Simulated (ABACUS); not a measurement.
Cl:

```xyz
4
Lattice="3.1450 -2.2500 0.0000 3.1450 2.2500 0.0000 0.0000 0.0000 8.2100" Properties=species:S:1:pos:R:3 pbc="T T T"
Cl    3.1450    0.5850    3.2840
Cl    3.1450    1.6650    7.3890
Cl    3.1450   -0.5850    4.9260
Cl    3.1450   -1.6650    0.8210
```

Base run:

```yaml
Program: ABACUS 3.10.1
Functional: SCAN
Potentials_or_basis: SG15 ONCV 1.2 PBE
Cutoff: 816 eV
Density_cutoff: 3265 eV
Basis: plane waves
k_mesh: 5 × 5 × 3
Occupations: fermi-dirac, width 0.05 eV
Spin: no spin polarisation
```

Its results: band gap on the k mesh 2.89 eV, indirect (least direct gap 2.94 eV); pressure -0.2 GPa; largest force 0.215 eV/Å.

Task: After a change of settings the same cell gave: band gap on the k mesh 2.51 eV, indirect (least direct gap 2.56 eV); pressure 1.0 GPa; largest force 0.240 eV/Å. Which change was it?
A. functional from SCAN to LDA
B. functional from SCAN to PBE
C. functional from SCAN to PBEsol
D. functional from SCAN to BLYP

Result: B.

SCAN gives the wider gap, since meta-GGAs in the generalised Kohn-Sham scheme recover part of the derivative discontinuity.

Caveats: an odd mesh through Γ misses points on the zone boundary, where band edges often lie; the potentials were made for another functional, which shifts forces and pressure (some runs).
